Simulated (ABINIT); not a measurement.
# GaAs (F-43m) in ABINIT: a series of runs

Aim: see how the results for GaAs move with the level of theory and the settings. Levels: LDA, PBE. Tasks: single point.

All numbers are computed with ABINIT 10.8.3 (patched build); they aren't measurements. Logs are shortened: lines on timing, memory, paths and dates and some standing lists are left out, and cuts for length are marked. The log counts tension as positive stress, the text compression.

**Experimental background.**

From “Evidence of valence band perturbations in GaAsN/GaAs(001): A combined variable-angle spectroscopic ellipsometry and modulated photoreflectance investigation”, 2008, arxiv:0805.2212, for a bulk crystal of GaAs at 300 K: band gap 1.418 ± 0.005 eV (direct); band gap 1.412 ± 0.01 eV (direct).

How close the calculation comes is told below.

**1. The structure**

Symmetry: F-43m, No. 216, cubic system. Conventional cell: a = 5.654 Å, b = 5.654 Å, c = 5.654 Å, α = 90.00°, β = 90.00°, γ = 90.00°. As (site symmetry -43m) has 4 Ga at 2.45 Å as nearest neighbours. Around Ga (site symmetry -43m) lie 4 As at 2.45 Å.

**2. Single point, LDA**

File run.abi:

```
# Pseudopotentials
pp_dirpath "./"
pseudos "As.upf, Ga.upf"

# Structure
acell 3*1.0 Angstrom
rprim
     0.0000000000     2.8268500000     2.8268500000
     2.8268500000     0.0000000000     2.8268500000
     2.8268500000     2.8268500000     0.0000000000
ntypat 2
znucl 33 31
natom 2
typat 1 2
xred
     0.7500000000     0.7500000000     0.7500000000
     0.0000000000     0.0000000000     0.0000000000

# Plane-wave basis
ecut 979.609905 eV

# k points
kptopt 1
ngkpt 6 6 6
nshiftk 1
shiftk 0.0 0.0 0.0

# Exchange and correlation
ixc 7

# Bands and occupations
nband 18
occopt 3
tsmear 0.00183747

# SCF cycle
nstep 100
tolvrs 1.0e-10

# Output
iomode 3
prtwf 0
prtden 0
prteig 0
prtebands 0
enunit 2
```

Potentials or basis: PseudoDojo NC SR LDA v0.4.1 standard.

On the command line:

```console
> abinit run.abi > log 2>&1
```

run.abo:

```text
.Version 10.8.3 of ABINIT
 Symmetries : space group F-4 3 m (#216); Bravais cF (face-center cubic)
================================================================================
 Values of the parameters that define the memory need of the present run
     intxc =       0    ionmov =       0      iscf =       7    lmnmax =       6
     lnmax =       6     mgfft =      45  mpssoang =       3    mqgrid =    3001
     natom =       2  nloc_mem =       1    nspden =       1   nspinor =       1
    nsppol =       1      nsym =      24    n1xccc =    2501    ntypat =       2
    occopt =       3   xclevel =       1
       mpw =        3164          nfft =       91125          nkpt =          16
================================================================================
================================================================================

--------------------------------------------------------------------------------
------------- Echo of variables that govern the present computation ------------
--------------------------------------------------------------------------------
 -outvars: echo values of preprocessed input variables --------
            acell      1.8897261259E+00  1.8897261259E+00  1.8897261259E+00 Bohr
              amu      7.49215900E+01  6.97230000E+01
             ecut      3.60000000E+01 Hartree
           enunit           2
              ixc           7
         kptrlatt        6    0    0      0    6    0      0    0    6
          kptrlen      4.53281381E+01
            natom           2
            nband          18
            ngfft          45      45      45
             nkpt          16
            nstep         100
             nsym          24
           ntypat           2
           occopt           3
           prtden           0
        prtebands           0
           prteig           0
            prtwf           0
            rprim      0.0000000000E+00  2.8268500000E+00  2.8268500000E+00
                       2.8268500000E+00  0.0000000000E+00  2.8268500000E+00
                       2.8268500000E+00  2.8268500000E+00  0.0000000000E+00
          spgroup         216
           tolvrs      1.00000000E-10
           tsmear      1.83747000E-03 Hartree
            typat      1  2
           xangst      4.2402750000E+00  4.2402750000E+00  4.2402750000E+00
                       0.0000000000E+00  0.0000000000E+00  0.0000000000E+00
            xcart      8.0129584485E+00  8.0129584485E+00  8.0129584485E+00
                       0.0000000000E+00  0.0000000000E+00  0.0000000000E+00
             xred      7.5000000000E-01  7.5000000000E-01  7.5000000000E-01
                       0.0000000000E+00  0.0000000000E+00  0.0000000000E+00
            znucl       33.00000   31.00000

================================================================================

 chkinp: Checking input parameters for consistency.

[... 106 lines left out ...]
       0.000000000000      0.000000000000      0.000000000000
 rms dE/dt=  1.4974E-29; max dE/dt=  8.4145E-30; dE/dt below (all hartree)
    1       0.000000000000     -0.000000000000      0.000000000000
    2       0.000000000000      0.000000000000     -0.000000000000

 cartesian coordinates (angstrom) at end:
    1      4.24027500000000     4.24027500000000     4.24027500000000
    2      0.00000000000000     0.00000000000000     0.00000000000000

 cartesian forces (hartree/bohr) at end:
    1      0.00000000000000    -0.00000000000000     0.00000000000000
    2     -0.00000000000000     0.00000000000000    -0.00000000000000
 frms,max,avg= 2.0713141E-30 2.7565481E-30   0.000E+00  0.000E+00  0.000E+00 h/b

 cartesian forces (eV/Angstrom) at end:
    1      0.00000000000000    -0.00000000000000     0.00000000000000
    2     -0.00000000000000     0.00000000000000    -0.00000000000000
 frms,max,avg= 1.0651125E-28 1.4174740E-28   0.000E+00  0.000E+00  0.000E+00 e/A
 length scales=  1.889726125908  1.889726125908  1.889726125908 bohr
              =  1.000000000000  1.000000000000  1.000000000000 angstroms
 Fermi (or HOMO) energy (hartree) =   0.14565   Average Vxc (hartree)=  -0.38098
 Eigenvalues (hartree) for nkpt=  16  k points:
 kpt#   1, nband= 18, wtk=  0.00463, kpt=  0.0000  0.0000  0.0000 (reduced coord)
  -1.15887   -1.15887   -1.15887   -1.15852   -1.15852   -0.40871   -0.40871   -0.40871
  -0.40586   -0.40586   -0.33039    0.13950    0.13950    0.13950    0.14965    0.27502
   0.27502    0.27502
      occupation numbers for kpt#   1
   2.00000    2.00000    2.00000    2.00000    2.00000    2.00000    2.00000    2.00000
   2.00000    2.00000    2.00000    1.93203    1.93203    1.93203    0.20444    0.00000
   0.00000    0.00000
 prteigrs : prtvol=0 or 1, do not print more k-points.

 Fermi (or HOMO) energy (eV) =   3.96342   Average Vxc (eV)= -10.36695
 Eigenvalues (   eV  ) for nkpt=  16  k points:
 kpt#   1, nband= 18, wtk=  0.00463, kpt=  0.0000  0.0000  0.0000 (reduced coord)
 -31.53443  -31.53443  -31.53443  -31.52506  -31.52506  -11.12170  -11.12170  -11.12170
 -11.04397  -11.04397   -8.99043    3.79606    3.79606    3.79606    4.07206    7.48363
   7.48363    7.48363
 prteigrs : prtvol=0 or 1, do not print more k-points.

--- !EnergyTerms
iteration_state     : {dtset: 1, }
comment             : Components of total free energy in Hartree
kinetic             :  1.38574794207690E+02
hartree             :  5.73434563310380E+01
xc                  : -4.39563188305792E+01
Ewald energy        : -9.91764168217229E+01
psp_core            :  4.83382798493112E+00
local_psp           : -1.51109155130868E+02
non_local_psp       : -8.88689346340059E+01
internal            : -1.82358746893517E+02
'-kT*entropy'       : -1.32429434955103E-05
total_energy        : -1.82358760136460E+02
total_energy_eV     : -4.96223465741142E+03
band_energy         : -1.61126992567529E+01
...

 Cartesian components of stress tensor (hartree/bohr^3)
  sigma(1 1)=  2.11552999E-04  sigma(3 2)=  0.00000000E+00
  sigma(2 2)=  2.11552999E-04  sigma(3 1)=  0.00000000E+00
  sigma(3 3)=  2.11552999E-04  sigma(2 1)=  0.00000000E+00

-Cartesian components of stress tensor (GPa)         [Pressure= -6.2241E+00 GPa]
- sigma(1 1)=  6.22410412E+00  sigma(3 2)=  0.00000000E+00
- sigma(2 2)=  6.22410412E+00  sigma(3 1)=  0.00000000E+00
- sigma(3 3)=  6.22410412E+00  sigma(2 1)=  0.00000000E+00

== END DATASET(S) ==============================================================
================================================================================

 -outvars: echo values of variables after computation  --------
            acell      1.8897261259E+00  1.8897261259E+00  1.8897261259E+00 Bohr
           etotal     -1.8235876014E+02
            fcart      1.1813777550E-30 -1.9689629250E-30  2.7565480949E-30
                      -1.1813777550E-30  1.9689629250E-30 -2.7565480949E-30
            rprim      0.0000000000E+00  2.8268500000E+00  2.8268500000E+00
                       2.8268500000E+00  0.0000000000E+00  2.8268500000E+00
                       2.8268500000E+00  2.8268500000E+00  0.0000000000E+00
           strten      2.1155299906E-04  2.1155299906E-04  2.1155299906E-04
                       0.0000000000E+00  0.0000000000E+00  0.0000000000E+00
           xangst      4.2402750000E+00  4.2402750000E+00  4.2402750000E+00
                       0.0000000000E+00  0.0000000000E+00  0.0000000000E+00
             xred      7.5000000000E-01  7.5000000000E-01  7.5000000000E-01
                       0.0000000000E+00  0.0000000000E+00  0.0000000000E+00
 Calculation completed.
```

Run time: 40 s. Hardware: 1 thread of Arm Neoverse V1, shared host; peak memory 0.08 GiB.

Results:

| Item | Value |
| --- | --- |
| Free energy | -4962.2347 eV |
| Band gap on the k mesh | 0.28 eV, direct |
| Valence electrons inside the program's atomic spheres | As 12.39; Ga 10.84 |

Caveat: the cutoff is too short for stress, so the log's stress isn't used.

**3. Single point, PBE**

File run.abi:

```
# Pseudopotentials
pp_dirpath "./"
pseudos "As.upf, Ga.upf"

# Structure
acell 3*1.0
rprim
     0.0000000000     5.3419722954     5.3419722954
     5.3419722954     0.0000000000     5.3419722954
     5.3419722954     5.3419722954     0.0000000000
ntypat 2
znucl 33 31
natom 2
typat 1 2
xred
     0.7500000000     0.7500000000     0.7500000000
     0.0000000000     0.0000000000     0.0000000000

# Plane-wave basis
ecut 42.0

# k points
kptopt 1
ngkpt 6 6 6
nshiftk 1
shiftk 0.0 0.0 0.0

# Exchange and correlation
ixc 11

# Bands and occupations
nband 18
occopt 3
tsmear 0.00183747

# SCF cycle
nstep 100
tolvrs 1.0e-10

# Output
iomode 3
prtwf 0
prtden 0
prteig 0
prtebands 0
enunit 1
prtvol 2
```

Potentials or basis: PseudoDojo NC SR PBE v0.4.1 standard.

On the command line:

```console
> abinit run.abi > log 2>&1
```

Run time: 50 s. Hardware: 1 thread of Arm Neoverse V1, shared host; peak memory 0.1 GiB.

It converged, with:

- Free energy: -4967.8117 eV
- Pressure: 3.4 GPa
- Band gap on the k mesh: 0.51 eV, direct
- Valence electrons inside the program's atomic spheres: As 12.38; Ga 10.82

Levels at points of the mesh, in eV from the valence-band top:
| k point | band 10 | band 11 | band 12 | band 13 | band 14 | band 15 | band 16 | band 17 | band 18 |
| --- | --- | --- | --- | --- | --- | --- | --- | --- | --- |
| (0.00, 0.00, 0.00) | -14.75 | -12.73 | 0.00 | 0.00 | 0.00 | 0.51 | 3.74 | 3.74 | 3.74 |
| (0.50, 0.00, 0.00) | -14.74 | -10.97 | -6.64 | -1.14 | -1.14 | 1.00 | 4.64 | 4.64 | 7.77 |
| (0.50, 0.50, 0.00) | -14.73 | -10.23 | -6.81 | -2.68 | -2.68 | 1.47 | 1.66 | 10.17 | 10.17 |

**4. How close it comes**

Step 2. A measured gap of GaAs is 1.418 eV (direct; 300 K; “Evidence of valence band perturbations in GaAsN/GaAs(001): A combined variable-angle spectroscopic ellipsometry and modulated photoreflectance investigation”, 2008, arxiv:0805.2212); the calculated 0.28 eV misses it by -1.14 eV. So large a miss can be the level of theory's own, or it may mean another phase, state or a wrong row. 3 values of this kind are on record (1.412 to 1.51 eV); this one was drawn at random among those near their median, those with a stated uncertainty first. Spin-orbit coupling on As, Ga is left out. The value is that of LDA, without temperature or zero-point motion. Semilocal functionals fall short of measured gaps as a rule.

Step 3. Measured gap of GaAs: 1.412 eV (direct; 300 K; “Evidence of valence band perturbations in GaAsN/GaAs(001): A combined variable-angle spectroscopic ellipsometry and modulated photoreflectance investigation”, 2008, arxiv:0805.2212). This calculation gives 0.51 eV (-0.90 eV). 3 values of this kind are on record (1.412 to 1.51 eV); this one was drawn at random among those near their median, those with a stated uncertainty first. Spin-orbit coupling on As, Ga is left out. The value is that of PBE on a finite k mesh, which can miss the band edges, without temperature or zero-point motion. Semilocal functionals fall short of measured gaps as a rule.
